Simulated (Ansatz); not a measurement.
Runs of Ansatz 0.2.0 on KCl (Sylvite). It takes space group Fm-3m (No. 225, cubic). The conventional cell has a = 6.293 Å, b = 6.293 Å, c = 6.293 Å, α = 90.00°, β = 90.00°, γ = 90.00°. K (site symmetry m-3m) has 6 Cl at 3.15 Å as nearest neighbours. Cl (site symmetry m-3m) has 6 K at 3.15 Å as nearest neighbours. 

| task | level | potentials or basis | k mesh | cutoff (eV) | smearing | basis error allowed | gap on the mesh (eV) | pressure (GPa) |
| --- | --- | --- | --- | --- | --- | --- | --- | --- |
| single point | PBE | all-electron PAW datasets made for the crystal | 6 × 6 × 6 | 220 | fermi-dirac 0.05 eV | - | 5.19 | 0.8 |
| single point | PBEsol | all-electron PAW datasets made for the crystal | 6 × 6 × 6 | 220 | fermi-dirac 0.05 eV | - | 5.03 | -0.4 |
| single point | PBE | all-electron LAPW, scalar-relativistic | 7 × 7 × 7 | 139 | gaussian 0.02 eV | 0.001 eV/atom | 5.19 | 0.8 |
| band structure | PBEsol | all-electron LAPW, inner shells corrected to Dirac's equation | 7 × 7 × 7 | 140 | fermi-dirac 0.05 eV | 0.001 eV/atom | 5.03 | -0.4 |
| single point | RPBE | all-electron LAPW, scalar-relativistic | 7 × 7 × 7 | 138 | gaussian 0.1 eV | 0.001 eV/atom | 5.54 | 2.4 |
| band structure | PBEsol | all-electron LAPW, scalar-relativistic | 7 × 7 × 7 | 140 | fermi-dirac 0.05 eV | 0.001 eV/atom | 5.03 | -0.4 |
| single point | PBE0 | all-electron PAW datasets made for the crystal | 6 × 6 × 6 | 250 | fermi-dirac 0.05 eV | - | (a) | - |

Alike in all rows: no spin polarisation; cell as given.

Task: Fill in the values left out.

Result: (a) 7.24.

Caveats: an odd mesh through Γ misses points on the zone boundary, where band edges often lie (some runs).

Not every run made on this cell is shown here.
